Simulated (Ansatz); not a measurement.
# Nickel, diamond under revPBE: from relaxation to bulk modulus, part 1 of 2

What does revPBE give for nickel in the diamond structure? We relax it, solve it on a dense k-mesh, then scale the cell to 7 volumes from 88 to 112 % of the relaxed one and try a fit of the equation of state. Spin polarisation is left out, though the real metal is magnetic, so this state lies above the ground state. The k-meshes are 11×11×11 for the relaxation; 17×17×17 for the dense run; 17×17×17 for the volumes.

This is Ni in the diamond structure; at room conditions it is fcc.

Computed with Ansatz 0.2.0 (DFT revPBE, plane waves (420 eV) with PAW, scalar-relativistic; the PAW data stem from PBE, with regenerated cores, unless a step says otherwise).

**1. The starting structure**

The structure is cubic, space group Fd-3m (No. 227). The conventional cell has a = 4.907 Å, b = 4.907 Å, c = 4.907 Å, α = 90.00°, β = 90.00°, γ = 90.00°. Ni (site symmetry -43m) has 4 Ni at 2.12 Å as nearest neighbours.

As a file:

```
CELL_PARAMETERS angstrom
0.00000 2.45346 2.45346
2.45346 0.00000 2.45346
2.45346 2.45346 0.00000
ATOMIC_POSITIONS crystal
Ni 0.12500 0.12500 0.12500
Ni 0.87500 0.87500 0.87500
```

**2. Geometry optimisation**

The input, input.yaml:

```yaml
crystal:
  lattice:
    - [0.0, 2.4534603088, 2.4534603088]
    - [2.4534603088, 0.0, 2.4534603088]
    - [2.4534603088, 2.4534603088, 0.0]
  atoms:
    - { symbol: Ni, position: [0.125, 0.125, 0.125] }
    - { symbol: Ni, position: [0.875, 0.875, 0.875] }
hamiltonian:
  xc: revpbe
  pseudopotentials:
    kind: paw
    azcp:
      Ni: "pseudopotentials/Ni.paw.azcp"
basis:
  ecutwfc: 420
  fft_grid_basis: typed
kpoints:
  mp_grid: { grid: [11, 11, 11], shift: [0, 0, 0] }
magnetization:
  spin_polarized: false
scf:
  occupations: { method: fermi_dirac, width: 0.1 }
relax:
  max_steps: 60
  f_tol: 0.01
  cell: {}
output:
  write_density: true
  write_potential: true
  elf: true
  volumetric_format: npy
```

Log:

```text
Warning: RAYON_NUM_THREADS=2 ignored (pool sized by the plan → 2); use --threads N
Engine: ansatz 0.2.0, aarch64-unknown-linux-gnu
Pseudopotentials: kind: paw
Pseudopotential: Ni, paw, valence charge 18, recommended cutoff 420 eV (normal), <dir>
Functional definition: revPBE
  parameter kappa = 1.245
  parameter beta = 0.06672455060314922
  exchange = pbe_x(kappa = kappa, mu = beta*pi^2/3)
  correlation = pbe_c(beta = beta)
Crystal: 2 atoms, lattice volume = 29.537 Å³
Basis set: ecut = 420 eV, 561 PW (Γ), exchange–correlation on 48×48×48 points (8 copies of the dense FFT grid, shifted against one another)
Bands: 22, of which v1, the nominal top of the filled ones, is band 18 counted from 1 (17 counted from 0)
Symmetry: 48 space group operations
Space group: Fd-3m (ITA 227), of the structure as read, at distance tolerance 3.1e-5 Å
k-points: 56 of 1331
Non-local potential: Ni, projectors of the file, l = 0: 3, l = 1: 2, l = 2: 3, l = 3: 1
PAW form: soft (Blöchl's): semilocal exchange-correlation on the pseudo side does not see the compensation charge
PAW frozen core: Ni, regenerated for the run's functional, and the local potential with it (the file was generated under x = pbe(κ = 0.804, μ = 0.2195149727645171), c = pbe(β = 0.06672455060314922))
PAW one-centre angular grid: Ni, 590 points (default); XC on 64 Gauss nodes
Initial density: superposition of atomic densities (neutral atoms: chi_scale 0, normalization atom), corrected by the library's trained network
Initial wavefunctions: pseudopotential atomic-orbital guess
Functional: x = revpbe(κ = 1.245, μ = 0.2195149727645171), c = pbe(β = 0.06672455060314922)
SCF iter   1: F=—  HF=-11683.995891 eV  |F-HF|=—  |Δ(HF+E_count)|=         —  Δρ=1.45e-2  dr2=3.00e-2  ethr=1.77e-3  ⟨swp⟩=5.6  Hψ=4645  notcnv=0
preconditioner: auto → LDOS  [metal: Δε(μ)=0.009 eV  Ē_g=6.619 eV  σ=0.100 eV  W_gap=0.02  n_scr=14 (ndim 8)  ℏωp=30.6 eV  f_vac=0.023  D(μ)=6.57/eV (n_scr^D=136)  β→1.0]
SCF iter   2: F=—  HF=-11684.005552 eV  |F-HF|=—  |Δ(HF+E_count)|=   9.66e-3  Δρ=2.24e-2  dr2=7.67e-2  ethr=8.35e-5  ⟨swp⟩=2.0  Hψ=2801  notcnv=0
SCF iter   3: F=—  HF=-11683.992677 eV  |F-HF|=—  |Δ(HF+E_count)|=   1.29e-2  Δρ=4.87e-3  dr2=3.94e-3  ethr=8.35e-5  ⟨swp⟩=2.7  Hψ=2220  notcnv=0
SCF iter   4: F=—  HF=-11683.991971 eV  |F-HF|=—  |Δ(HF+E_count)|=   7.06e-4  Δρ=8.17e-4  dr2=1.17e-4  ethr=1.09e-5  ⟨swp⟩=2.0  Hψ=1870  notcnv=0
SCF iter   5: F=—  HF=-11683.991950 eV  |F-HF|=—  |Δ(HF+E_count)|=   2.09e-5  Δρ=1.54e-5  dr2=3.07e-8  ethr=3.26e-7  ⟨swp⟩=2.0  Hψ=1699  notcnv=0
SCF iter   6: F=—  HF=-11683.991948 eV  |F-HF|=—  |Δ(HF+E_count)|=   2.34e-6  Δρ=9.68e-6  dr2=1.14e-8  ethr=8.53e-11  ⟨swp⟩=6.1  Hψ=8701  notcnv=0
SCF iter   7: F=-11683.991948 eV  HF=-11683.991948 eV  |F-HF|=4.00e-11  |Δ(HF+E_count)|=   1.48e-9  Δρ=1.02e-6  dr2=1.36e-10  ethr=3.18e-11  ⟨swp⟩=5.5  Hψ=7343  notcnv=0
SCF 1 converged in 7 iterations: F = -11683.991948 eV  dr2 = 1.36e-10
relax step   1: F+E_penalty+E_count = -11683.99194771 eV  Δ(F+E_penalty+E_count) = +0.000e0 eV  max|allowed force component| = 1.388e-17 eV/Å  Δτ_max = 0.0000 Å  P = +16.382 GPa  Ω = 29.537 Å³  (7 SCF iters, dr2 threshold 1.00e-7 eV, accepted)
Crystal: 2 atoms, lattice volume = 31.688 Å³
Basis set: ecut = 420 eV, 609 PW (Γ), exchange–correlation on 48×48×48 points (8 copies of the dense FFT grid, shifted against one another)
Initial density: handed on by an earlier stage of this run
Initial wavefunctions: those handed on with the density
iter 1 solved again at ethr=6.03e-6 eV; its pass at ethr=3.10e-3 eV (dr2=2.17e-3 eV) is discarded
SCF iter   1: F=—  HF=-11684.143725 eV  |F-HF|=—  |Δ(HF+E_count)|=         —  Δρ=2.63e-3  dr2=2.16e-3  ethr=6.03e-6  ⟨swp⟩=2.0  Hψ=7422  notcnv=0
preconditioner: auto → LDOS  [metal: Δε(μ)=0.011 eV  Ē_g=6.187 eV  σ=0.100 eV  W_gap=0.03  n_scr=14 (ndim 8)  ℏωp=29.5 eV  f_vac=0.040  D(μ)=6.89/eV (n_scr^D=136)  β→1.0]
SCF iter   2: F=—  HF=-11684.143640 eV  |F-HF|=—  |Δ(HF+E_count)|=   8.46e-5  Δρ=5.59e-4  dr2=6.37e-5  ethr=6.00e-6  ⟨swp⟩=1.0  Hψ=1232  notcnv=0
SCF iter   3: F=—  HF=-11684.143712 eV  |F-HF|=—  |Δ(HF+E_count)|=   7.17e-5  Δρ=9.54e-4  dr2=1.54e-4  ethr=1.77e-7  ⟨swp⟩=2.0  Hψ=2282  notcnv=0
SCF iter   4: F=—  HF=-11684.143683 eV  |F-HF|=—  |Δ(HF+E_count)|=   2.86e-5  Δρ=1.18e-4  dr2=2.37e-6  ethr=1.77e-7  ⟨swp⟩=2.8  Hψ=2320  notcnv=0
SCF iter   5: F=—  HF=-11684.143684 eV  |F-HF|=—  |Δ(HF+E_count)|=   9.24e-7  Δρ=8.11e-5  dr2=1.12e-6  ethr=6.58e-9  ⟨swp⟩=2.0  Hψ=1460  notcnv=0
SCF iter   6: F=-11684.143684 eV  HF=-11684.143684 eV  |F-HF|=1.27e-9  |Δ(HF+E_count)|=   1.92e-7  Δρ=3.12e-6  dr2=1.74e-9  ethr=5.56e-10  ⟨swp⟩=7.0  Hψ=8877  notcnv=0
SCF 2 converged in 6 iterations: F = -11684.143684 eV  dr2 = 1.74e-9
relax step   2: F+E_penalty+E_count = -11684.14368410 eV  Δ(F+E_penalty+E_count) = -1.517e-1 eV  max|allowed force component| = 1.295e-16 eV/Å  Δτ_max = 0.0000 Å  P = +6.939 GPa  Ω = 31.688 Å³  energy of the carried Pulay correction = -9.470e-4 eV  (6 SCF iters, dr2 threshold 2.00e-7 eV, accepted)
Crystal: 2 atoms, lattice volume = 33.478 Å³
Basis set: ecut = 420 eV, 645 PW (Γ), exchange–correlation on 48×48×48 points (8 copies of the dense FFT grid, shifted against one another)
iter 1 solved again at ethr=3.58e-6 eV; its pass at ethr=3.10e-3 eV (dr2=1.29e-3 eV) is discarded
SCF iter   1: F=—  HF=-11684.187317 eV  |F-HF|=—  |Δ(HF+E_count)|=         —  Δρ=2.08e-3  dr2=1.32e-3  ethr=3.58e-6  ⟨swp⟩=2.0  Hψ=7428  notcnv=0
preconditioner: auto → LDOS  [metal: Δε(μ)=0.006 eV  Ē_g=5.932 eV  σ=0.100 eV  W_gap=0.01  n_scr=14 (ndim 8)  ℏωp=28.7 eV  f_vac=0.049  D(μ)=7.11/eV (n_scr^D=136)  β→1.0]
SCF iter   2: F=—  HF=-11684.187243 eV  |F-HF|=—  |Δ(HF+E_count)|=   7.45e-5  Δρ=4.16e-4  dr2=3.45e-5  ethr=3.58e-6  ⟨swp⟩=1.0  Hψ=1232  notcnv=0
SCF iter   3: F=—  HF=-11684.187270 eV  |F-HF|=—  |Δ(HF+E_count)|=   2.71e-5  Δρ=5.89e-4  dr2=6.17e-5  ethr=9.58e-8  ⟨swp⟩=2.0  Hψ=2282  notcnv=0
SCF iter   4: F=—  HF=-11684.187259 eV  |F-HF|=—  |Δ(HF+E_count)|=   1.06e-5  Δρ=1.19e-4  dr2=2.64e-6  ethr=9.58e-8  ⟨swp⟩=2.4  Hψ=2075  notcnv=0
SCF iter   5: F=—  HF=-11684.187259 eV  |F-HF|=—  |Δ(HF+E_count)|=   2.05e-7  Δρ=5.14e-5  dr2=4.64e-7  ethr=7.33e-9  ⟨swp⟩=2.0  Hψ=1347  notcnv=0
SCF iter   6: F=-11684.187259 eV  HF=-11684.187259 eV  |F-HF|=1.20e-9  |Δ(HF+E_count)|=   7.68e-8  Δρ=2.45e-6  dr2=9.36e-10  ethr=5.56e-10  ⟨swp⟩=8.8  Hψ=8877  notcnv=0
SCF 3 converged in 6 iterations: F = -11684.187259 eV  dr2 = 9.36e-10
relax step   3: F+E_penalty+E_count = -11684.18725927 eV  Δ(F+E_penalty+E_count) = -4.358e-2 eV  max|allowed force component| = 1.110e-16 eV/Å  Δτ_max = 0.0000 Å  P = +1.258 GPa  Ω = 33.478 Å³  energy of the carried Pulay correction = -1.686e-3 eV  (6 SCF iters, dr2 threshold 2.00e-7 eV, accepted)
Crystal: 2 atoms, lattice volume = 33.902 Å³
iter 1 solved again at ethr=1.99e-7 eV; its pass at ethr=3.10e-3 eV (dr2=7.17e-5 eV) is discarded
SCF iter   1: F=—  HF=-11684.188916 eV  |F-HF|=—  |Δ(HF+E_count)|=         —  Δρ=4.76e-4  dr2=6.92e-5  ethr=1.99e-7  ⟨swp⟩=2.2  Hψ=7229  notcnv=0
preconditioner: auto → LDOS  [metal: Δε(μ)=0.005 eV  Ē_g=5.872 eV  σ=0.100 eV  W_gap=0.01  n_scr=14 (ndim 8)  ℏωp=28.5 eV  f_vac=0.049  D(μ)=7.16/eV (n_scr^D=136)  β→1.0]
SCF iter   2: F=—  HF=-11684.188902 eV  |F-HF|=—  |Δ(HF+E_count)|=   1.33e-5  Δρ=2.09e-4  dr2=7.77e-6  ethr=1.92e-7  ⟨swp⟩=1.0  Hψ=1235  notcnv=0
SCF iter   3: F=—  HF=-11684.188907 eV  |F-HF|=—  |Δ(HF+E_count)|=   4.49e-6  Δρ=3.68e-4  dr2=2.47e-5  ethr=2.16e-8  ⟨swp⟩=2.0  Hψ=2283  notcnv=0  recentre
SCF iter   4: F=-11684.188903 eV  HF=-11684.188902 eV  |F-HF|=8.96e-8  |Δ(HF+E_count)|=   4.29e-6  Δρ=1.86e-5  dr2=5.55e-8  ethr=5.56e-10  ⟨swp⟩=7.0  Hψ=10015  notcnv=0
SCF 4 converged in 4 iterations: F = -11684.188903 eV  dr2 = 5.55e-8
relax step   4: F+E_penalty+E_count = -11684.18890258 eV  Δ(F+E_penalty+E_count) = -1.643e-3 eV  max|allowed force component| = 1.295e-16 eV/Å  Δτ_max = 0.0000 Å  P = +0.123 GPa  Ω = 33.902 Å³  energy of the carried Pulay correction = -1.855e-3 eV  (4 SCF iters, dr2 threshold 2.00e-7 eV, accepted)
Crystal: 2 atoms, lattice volume = 33.949 Å³
iter 1 solved again at ethr=1.73e-8 eV; its pass at ethr=3.10e-3 eV (dr2=6.24e-6 eV) is discarded
SCF iter   1: F=—  HF=-11684.188911 eV  |F-HF|=—  |Δ(HF+E_count)|=         —  Δρ=5.59e-5  dr2=9.87e-7  ethr=1.73e-8  ⟨swp⟩=2.0  Hψ=5963  notcnv=0
preconditioner: auto → LDOS  [metal: Δε(μ)=0.005 eV  Ē_g=5.866 eV  σ=0.100 eV  W_gap=0.01  n_scr=14 (ndim 8)  ℏωp=28.5 eV  f_vac=0.045  D(μ)=7.16/eV (n_scr^D=136)  β→1.0]
SCF iter   2: F=—  HF=-11684.188902 eV  |F-HF|=—  |Δ(HF+E_count)|=   9.04e-6  Δρ=3.23e-5  dr2=1.89e-7  ethr=2.74e-9  ⟨swp⟩=2.4  Hψ=1785  notcnv=0
SCF iter   3: F=—  HF=-11684.188902 eV  |F-HF|=—  |Δ(HF+E_count)|=   9.48e-8  Δρ=5.45e-5  dr2=5.44e-7  ethr=1.06e-10  ⟨swp⟩=8.9  Hψ=9416  notcnv=0  recentre
SCF iter   4: F=-11684.188902 eV  HF=-11684.188902 eV  |F-HF|=1.57e-9  |Δ(HF+E_count)|=   9.00e-8  Δρ=2.01e-6  dr2=6.34e-10  ethr=1.06e-10  ⟨swp⟩=6.6  Hψ=9022  notcnv=0
SCF 5 converged in 4 iterations: F = -11684.188902 eV  dr2 = 6.34e-10
relax step   5: F+E_penalty+E_count = -11684.18890241 eV  Δ(F+E_penalty+E_count) = +1.750e-7 eV  max|allowed force component| = 8.327e-17 eV/Å  Δτ_max = 0.0000 Å  P = +0.002 GPa  Ω = 33.949 Å³  energy of the carried Pulay correction = -1.874e-3 eV  (4 SCF iters, dr2 threshold 3.81e-8 eV, accepted)
Basis set: ecut = 420 eV, 645 PW (Γ), exchange–correlation on 50×50×50 points (8 copies of the dense FFT grid, shifted against one another)
Initial wavefunctions: pseudopotential atomic-orbital guess (no wavefunctions were taken with the density)
iter 1 solved again at ethr=3.84e-7 eV; its pass at ethr=3.10e-3 eV (dr2=1.38e-4 eV) is discarded
SCF iter   1: F=—  HF=-11684.178084 eV  |F-HF|=—  |Δ(HF+E_count)|=         —  Δρ=1.82e-3  dr2=7.41e-5  ethr=3.84e-7  ⟨swp⟩=3.0  Hψ=8157  notcnv=0
preconditioner: auto → LDOS  [metal: Δε(μ)=0.005 eV  Ē_g=5.867 eV  σ=0.100 eV  W_gap=0.01  n_scr=14 (ndim 8)  ℏωp=28.5 eV  f_vac=0.048  D(μ)=7.15/eV (n_scr^D=136)  β→1.0]
SCF iter   2: F=—  HF=-11684.191263 eV  |F-HF|=—  |Δ(HF+E_count)|=   1.32e-2  Δρ=1.61e-3  dr2=5.46e-4  ethr=2.06e-7  ⟨swp⟩=2.0  Hψ=2192  notcnv=0
SCF iter   3: F=—  HF=-11684.191177 eV  |F-HF|=—  |Δ(HF+E_count)|=   8.55e-5  Δρ=1.45e-4  dr2=6.34e-6  ethr=2.06e-7  ⟨swp⟩=2.0  Hψ=2175  notcnv=0
SCF iter   4: F=—  HF=-11684.191182 eV  |F-HF|=—  |Δ(HF+E_count)|=   4.79e-6  Δρ=3.05e-4  dr2=2.06e-5  ethr=1.76e-8  ⟨swp⟩=2.0  Hψ=2284  notcnv=0
SCF iter   5: F=—  HF=-11684.191182 eV  |F-HF|=—  |Δ(HF+E_count)|=   5.07e-7  Δρ=1.24e-5  dr2=4.49e-8  ethr=1.76e-8  ⟨swp⟩=2.0  Hψ=1800  notcnv=0
SCF iter   6: F=—  HF=-11684.191182 eV  |F-HF|=—  |Δ(HF+E_count)|=   2.94e-7  Δρ=1.03e-6  dr2=4.84e-10  ethr=1.25e-10  ⟨swp⟩=2.0  Hψ=2153  notcnv=0
SCF iter   7: F=-11684.191182 eV  HF=-11684.191182 eV  |F-HF|=9.09e-12  |Δ(HF+E_count)|=  1.82e-12  Δρ=1.62e-7  dr2=8.12e-12  ethr=1.00e-12  ⟨swp⟩=4.8  Hψ=6800  notcnv=0
SCF 6 converged in 7 iterations: F = -11684.191182 eV  dr2 = 8.12e-12
relax step   6: F+E_penalty+E_count = -11684.19118208 eV  Δ(F+E_penalty+E_count) = -2.280e-3 eV  max|allowed force component| = 1.295e-16 eV/Å  Δτ_max = 0.0000 Å  P = +0.136 GPa  Ω = 33.949 Å³  stress off target by 1.36e-1 GPa  SCF on the basis re-selected at this cell (its energy is not comparable with the rows above)  (7 SCF iters)
basis re-selected at this cell: Δ(F+E_penalty+E_count) = -2.280e-3 eV, ΔP = +0.133 GPa vs the last step (what re-selecting the basis moved, of the pressure what is left beyond the Pulay correction that the steps carried, after the strain that the cell walked since its last selection, with what the two solves' SCF thresholds leave and, on support functions, any second-order correction that the steps lacked; it is no measure of the basis error at this ecutwfc). The dense FFT grid was sized anew with the basis: this SCF ran on 25×25×25 points, the steps before it on 24×24×24, so part of this shift can come from that change (see relax.cell in the input reference). This SCF's stress stands 1.36e-1 GPa from its target on what of the cell is left free (relax.cell.stress_tol is 5.00e-2 GPa) and its largest allowed force component is 1.30e-16 eV/Å (relax.f_tol is 1.00e-2 eV/Å): not within both, so this SCF does not close the relaxation
Crystal: 2 atoms, lattice volume = 34.001 Å³
iter 1 solved again at ethr=3.11e-9 eV; its pass at ethr=3.10e-3 eV (dr2=1.12e-6 eV) is discarded
SCF iter   1: F=—  HF=-11684.191186 eV  |F-HF|=—  |Δ(HF+E_count)|=         —  Δρ=5.62e-5  dr2=1.02e-6  ethr=3.11e-9  ⟨swp⟩=3.2  Hψ=6362  notcnv=0
preconditioner: auto → LDOS  [metal: Δε(μ)=0.005 eV  Ē_g=5.856 eV  σ=0.100 eV  W_gap=0.01  n_scr=14 (ndim 8)  ℏωp=28.5 eV  f_vac=0.050  D(μ)=7.17/eV (n_scr^D=136)  β→1.0]
SCF iter   2: F=—  HF=-11684.191187 eV  |F-HF|=—  |Δ(HF+E_count)|=   1.22e-6  Δρ=3.44e-5  dr2=2.52e-7  ethr=2.84e-9  ⟨swp⟩=2.0  Hψ=2272  notcnv=0
SCF iter   3: F=—  HF=-11684.191187 eV  |F-HF|=—  |Δ(HF+E_count)|=   9.64e-8  Δρ=6.60e-5  dr2=7.88e-7  ethr=7.01e-10  ⟨swp⟩=2.0  Hψ=2196  notcnv=0  recentre
SCF iter   4: F=-11684.191187 eV  HF=-11684.191187 eV  |F-HF|=1.87e-9  |Δ(HF+E_count)|=   1.28e-7  Δρ=2.12e-6  dr2=8.97e-10  ethr=1.28e-10  ⟨swp⟩=6.1  Hψ=8439  notcnv=0
SCF 7 converged in 4 iterations: F = -11684.191187 eV  dr2 = 8.97e-10
relax step   7: F+E_penalty+E_count = -11684.19118716 eV  Δ(F+E_penalty+E_count) = -5.077e-6 eV  max|allowed force component| = 1.480e-16 eV/Å  Δτ_max = 0.0000 Å  P = +0.009 GPa  Ω = 34.001 Å³  energy of the carried Pulay correction = -1.855e-5 eV  (4 SCF iters, dr2 threshold 4.60e-8 eV, accepted)
iter 1 solved again at ethr=7.22e-8 eV; its pass at ethr=3.10e-3 eV (dr2=2.60e-5 eV) is discarded
SCF iter   1: F=—  HF=-11684.191201 eV  |F-HF|=—  |Δ(HF+E_count)|=         —  Δρ=3.06e-6  dr2=1.37e-9  ethr=7.22e-8  ⟨swp⟩=3.0  Hψ=8377  notcnv=0
eigensolver tolerance schedule: the retry pair's looser diagonalisation over-reported the residual by 19020.88 of it (diagonalisation noise at 0.80 of the residual, at the tolerance the schedule requests for it); recorded, not acted on — ethr = c·dr2/N_el stays at c = 1.0e-1
preconditioner: auto → LDOS  [metal: Δε(μ)=0.005 eV  Ē_g=5.857 eV  σ=0.100 eV  W_gap=0.01  n_scr=14 (ndim 8)  ℏωp=28.5 eV  f_vac=0.050  D(μ)=7.17/eV (n_scr^D=136)  β→1.0]
SCF iter   2: F=—  HF=-11684.191204 eV  |F-HF|=—  |Δ(HF+E_count)|=   2.46e-6  Δρ=1.31e-5  dr2=3.31e-8  ethr=3.80e-12  ⟨swp⟩=3.4  Hψ=3144  notcnv=0
SCF iter   3: F=—  HF=-11684.191204 eV  |F-HF|=—  |Δ(HF+E_count)|=   2.43e-9  Δρ=1.05e-5  dr2=1.98e-8  ethr=3.80e-12  ⟨swp⟩=3.1  Hψ=2558  notcnv=0
SCF iter   4: F=—  HF=-11684.191204 eV  |F-HF|=—  |Δ(HF+E_count)|=   2.87e-9  Δρ=3.13e-6  dr2=1.74e-9  ethr=3.80e-12  ⟨swp⟩=2.1  Hψ=2266  notcnv=0
SCF iter   5: F=—  HF=-11684.191204 eV  |F-HF|=—  |Δ(HF+E_count)|=  2.47e-10  Δρ=5.78e-7  dr2=5.91e-11  ethr=3.80e-12  ⟨swp⟩=2.4  Hψ=1713  notcnv=0
SCF iter   6: F=-11684.191204 eV  HF=-11684.191204 eV  |F-HF|=1.82e-12  |Δ(HF+E_count)|=  7.28e-12  Δρ=5.12e-8  dr2=4.30e-13  ethr=1.00e-12  ⟨swp⟩=4.0  Hψ=5828  notcnv=0
SCF 8 converged in 6 iterations: F = -11684.191204 eV  dr2 = 4.30e-13
relax step   8: F+E_penalty+E_count = -11684.19120383 eV  Δ(F+E_penalty+E_count) = -1.667e-5 eV  max|allowed force component| = 1.203e-16 eV/Å  Δτ_max = 0.0000 Å  P = +0.007 GPa  Ω = 34.001 Å³  stress off target by 7.50e-3 GPa  SCF on the basis re-selected at this cell (its energy is not comparable with the rows above)  (6 SCF iters)
basis re-selected at this cell: Δ(F+E_penalty+E_count) = -1.667e-5 eV, ΔP = -0.001 GPa vs the last step (what re-selecting the basis moved, of the pressure what is left beyond the Pulay correction that the steps carried, after the strain that the cell walked since its last selection, with what the two solves' SCF thresholds leave and, on support functions, any second-order correction that the steps lacked; it is no measure of the basis error at this ecutwfc). This SCF's stress stands 7.50e-3 GPa from its target on what of the cell is left free (relax.cell.stress_tol is 5.00e-2 GPa) and its largest allowed force component is 1.20e-16 eV/Å (relax.f_tol is 1.00e-2 eV/Å): within both
SCF converged after 6 iterations
Free energy (F): -11684.191204 eV
Harris-Foulkes:  -11684.191204 eV  (|F-HF|=1.82e-12)
Internal energy: -11683.973753 eV  (E = F + TS)
E sigma→0 (E₀):  -11684.082479 eV
Entropy (-TS):   -0.217450 eV (-108.725 meV/atom)
Fermi energy:    10.005405 eV
--- Per-component energies (eV) ---
  E_band       = -850.258489
  E_kinetic    = 562.671284
  E_local      = -8982.517816  (includes V_loc(G=0)·N_el)
  E_nonlocal   = 1279.367465
  E_hartree    = 3783.102531
  E_xc         = -165.675626
  E_vxc        = -213.010188  (∫ρ·V_xc dr)
  E_paw        = -3273.846884  (= ΣΔE_a)
  E_vpaw       = -1062.975711  (= ΣTr[D̂ρ^β])
  E_aug_tail   = 0.001340  (compensation charges beyond the density's cutoff)
  E_ewald      = -4887.013083
  E_core_change = -0.062964  (= ΣΔE_core)
  E_smearing   = -0.217450  (= −TS)
  E_closure    = 0.000000  (closes the sum)
  Σ components = -11684.191204   (vs F -11684.191204, Δ=0.00e0)
--- Forces (eV/Å), atoms counted from 1 ---
  atom   1  Ni    -0.00000000     0.00000000     0.00000000
  atom   2  Ni     0.00000000    -0.00000000    -0.00000000
  max |Σ_I F_I| component: 3.70e-17 eV/Å
--- Stress (GPa, compression-positive) ---
        0.007499       0.000000       0.000000
        0.000000       0.007499       0.000000
        0.000000       0.000000       0.007499
  P = ⅓ Tr σ = 0.0075 GPa (0.075 kbar)
--- Band table (eV; the first three rows and the last of 56) ---
  k-point 0: bands = ["-93.1013", "-93.0113", "-53.5057", "-53.5057", "-53.5057", "-53.3134", "-53.3134", "-53.3134", "3.7112", "7.5145", "7.5145", "7.5488", "7.5488", "7.5488", "8.9736", "8.9736", "8.9736", "9.9153", "9.9153", "21.6331", "21.6331", "21.6331"]
  k-point 1: bands = ["-93.0999", "-93.0126", "-53.5073", "-53.5073", "-53.5049", "-53.3144", "-53.3119", "-53.3119", "3.8558", "7.4193", "7.4193", "7.5541", "7.6725", "7.6725", "8.9257", "8.9673", "8.9673", "9.9155", "9.9155", "19.3904", "20.8473", "20.8473"]
  k-point 2: bands = ["-93.0960", "-93.0165", "-53.5114", "-53.5114", "-53.5028", "-53.3171", "-53.3078", "-53.3078", "4.2803", "7.3609", "7.3609", "7.5757", "7.7944", "7.7944", "8.7947", "8.9708", "8.9708", "9.9109", "9.9109", "16.8354", "19.9845", "19.9845"]
  k-point 55: bands = ["-93.0604", "-93.0520", "-53.5442", "-53.5401", "-53.4233", "-53.3977", "-53.2799", "-53.2762", "7.0287", "7.0945", "7.6385", "7.7029", "8.0986", "8.3483", "8.4895", "8.6404", "10.0365", "10.0750", "11.3550", "11.8588", "12.4548", "13.7288"]
--- Relaxed structure (6 steps of the walk, 6 accepted, 2 SCFs on fresh bases) ---
  F+E_penalty+E_count = -11684.19120383 eV   max|allowed force component| = 1.203e-16 eV/Å   (the final SCF, on the basis selected at the relaxed cell)
  cell:  # Å, volume = 34.0010 Å³
    - [2.229225264391822e-34, 2.5713074401684852, 2.5713074401684852]
    - [2.5713074401684852, -1.0349974441819167e-33, 2.5713074401684852]
    - [2.5713074401684852, 2.5713074401684852, -1.1337202773192685e-33]
  atoms:
    - { symbol: Ni, position: [0.125, 0.125, 0.125] }
    - { symbol: Ni, position: [0.8750000000000001, 0.8750000000000001, 0.8750000000000001] }
```

Wall time 10 s (2 threads of an Arm CPU, shared host); peak memory 0.34 GiB.

Step by step:

```csv
step,energy change (meV/atom),largest force (eV/Å),pressure (GPa),volume (Å³/atom)
1,0.00,0.0000,16.38,14.769
2,-75.87,0.0000,6.94,15.844
3,-97.66,0.0000,1.26,16.739
4,-98.48,0.0000,0.12,16.951
5,-98.48,0.0000,0.00,16.974
6,-99.62,0.0000,0.14,16.974
7,-99.62,0.0000,0.01,17.001
8,-99.63,0.0000,0.01,17.001
```

Steps that repeat a cell are solved on a basis chosen anew, so their changes of energy are no gain of the relaxation.

The cell of the run, before and after:

|  | before | after | change |
| --- | --- | --- | --- |
| a (Å) | 3.470 | 3.636 | +4.8 % |
| b (Å) | 3.470 | 3.636 | +4.8 % |
| c (Å) | 3.470 | 3.636 | +4.8 % |
| volume (Å³/atom) | 14.769 | 17.001 | +15.1 % |
| shortest distance (Å) | 2.125 | 2.227 | +4.8 % |
| space group (spins left aside) | Fd-3m | Fd-3m | same |

(Continued in part 2 of 2.)
